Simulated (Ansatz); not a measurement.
# MgSi under changes of volume

One of the cells (17.355 Å³/atom); the others are scaled copies at fixed shape and fractional positions:

```
CELL_PARAMETERS angstrom
2.90839 0.00000 0.00000
0.00000 2.90839 0.00000
0.00000 0.00000 4.10343
ATOMIC_POSITIONS crystal
Si 0.50000 0.50000 0.50000
Mg 0.00000 0.00000 0.00000
```

The cell comes from a database or a generator and needn't be the stable form of this composition.

```yaml
Program: Ansatz 0.2.0
Functional: LDA
Potentials_or_basis: Ansatz PAW
Cutoff: "420 eV (not typed: the program's choice for these potentials)"
k_mesh: 9 × 9 × 7
Occupations: fermi-dirac, width 0.05 eV
Spin: no spin polarisation
```

```csv
volume (Å³/atom),energy over the lowest point (meV/atom),pressure (GPa)
16.314,0.00,0.7
16.661,0.06,-0.7
17.008,3.11,-2.0
17.355,8.86,-3.2
17.702,17.04,-4.3
18.049,27.40,-5.2
18.396,?,?
```

Q: What does the run at 18.396 Å³/atom give?

A: Energy over the lowest point 39.69 meV/atom; pressure -6.0 GPa.

Worked out: A Birch-Murnaghan fit of order 3 (a polynomial in V^(-2/3)) to the other rows has its minimum at 16.48 Å³/atom with B0 = V·E''(V) = 69 GPa and B' = 4.0 at fixed shape and positions, which overstates the stiffness. It gives 39.73 meV/atom at 18.396 Å³/atom, against the run's 39.69, and -dE/dV = -6.1 GPa, against -6.0.

Energies are extrapolated to zero smearing.

Caveats: the PAW data sets come from PBE, with cores solved anew for the run's functional, which leaves a small shift of forces and pressure.
